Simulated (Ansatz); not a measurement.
# From three elastic constants to directional properties of ScAl

Level of theory: Ansatz 0.2.0, DFT PBEsol, scalar-relativistic, plane waves, PAW. Cutoff 420 eV, 12×12×12 k-points (Γ-centred), Fermi-Dirac smearing of 0.15 eV. No spin polarisation.

Equilibrium structure at this level:
```
Sc Al
1.0
     3.34789    0.00000    0.00000
     0.00000    3.34789    0.00000
     0.00000    0.00000    3.34789
Sc Al
1 1
Direct
  0.50000 0.50000 0.50000
  0.00000 0.00000 0.00000
```

In a metal, frequencies and elastic constants depend on the k mesh and the smearing, soft modes and shear constants most.

With ions relaxed, on the cubic axes: C11 = 94.5, C12 = 72.9, C44 = 91.9 GPa. The density is 3.183 g/cm³.

Problem. Is the crystal stable against strain, and how anisotropic is it?

Solution. Born's conditions hold: C11 + 2C12 = 240.3, C11 − C12 = 21.6 and C44 = 91.9 GPa are all positive. B = (C11 + 2C12)/3 = 80.1 GPa. The two shear moduli are C44 and C′ = (C11 − C12)/2 = 10.8 GPa, so Zener's ratio is A = C44/C′ = 8.52: the tetragonal shear C′ is the soft one, as in many fcc and bcc metals and zincblende crystals. The Cauchy pressure C12 − C44 is -19.0 GPa; it would vanish for pair forces between atoms on inversion centres at zero pressure, and a negative value is usual with directional bonding, though many-body forces give one in some ionic oxides too.

Problem. Give the sound speeds along the three symmetry directions.

Solution. The Christoffel equation gives ρv² for each branch:
| direction | branch | ρv² | GPa | v (m/s) |
| --- | --- | --- | --- | --- |
| [100] | L | C11 | 94.5 | 5448 |
| [100] | T (×2) | C44 | 91.9 | 5373 |
| [110] | L | (C11 + C12 + 2C44)/2 | 175.6 | 7427 |
| [110] | T, u ∥ [001] | C44 | 91.9 | 5373 |
| [110] | T, u ∥ [1-10] | (C11 − C12)/2 | 10.8 | 1840 |
| [111] | L | (C11 + 2C12 + 4C44)/3 | 202.6 | 7978 |
| [111] | T (×2) | (C11 − C12 + C44)/3 | 37.8 | 3447 |

Problem. How does Young's modulus depend on direction?

Solution. Inverting gives S11 = 32.309, S12 = -14.074, S44 = 10.883 TPa⁻¹. Along a unit vector (l, m, n), 1/E = S11 − 2(S11 − S12 − S44/2)(l²m² + m²n² + n²l²), where the last bracket is 0, 1/4 and 1/3 for [100], [110] and [111]: E = 31, 84 and 199 GPa. With A > 1 the body diagonal is stiffest. For a film on (001), the biaxial modulus is C11 + C12 − 2C12²/C11 = 55 GPa and the normal strain is −2C12/C11 = -1.54 times the in-plane one.

ScAl resists volume change and trigonal shear far better than tetragonal shear, and the geometry of the CsCl structure largely explains why. The nearest Sc–Al contacts lie along the body diagonals. A volume-conserving tetragonal strain rotates them without changing their length to first order, so C′ depends on weaker second-neighbour forces and on angular and band-energy terms. The shear governed by C44 stretches some of these contacts and compresses others. Central forces between nearest neighbours alone would make C11, C12 and C44 equal and C′ zero, a limit the crystal approaches. The same picture explains why Young's modulus rises from 31 GPa along [100] to 199 GPa along [111], where the load acts directly along Sc–Al contacts. The negative Cauchy pressure shows that pair forces are not the whole story; Sc d–Al p hybridisation probably contributes. Positive elastic moduli establish stability only against small homogeneous strains, leaving open short-wavelength phonon instabilities and decomposition into competing phases.
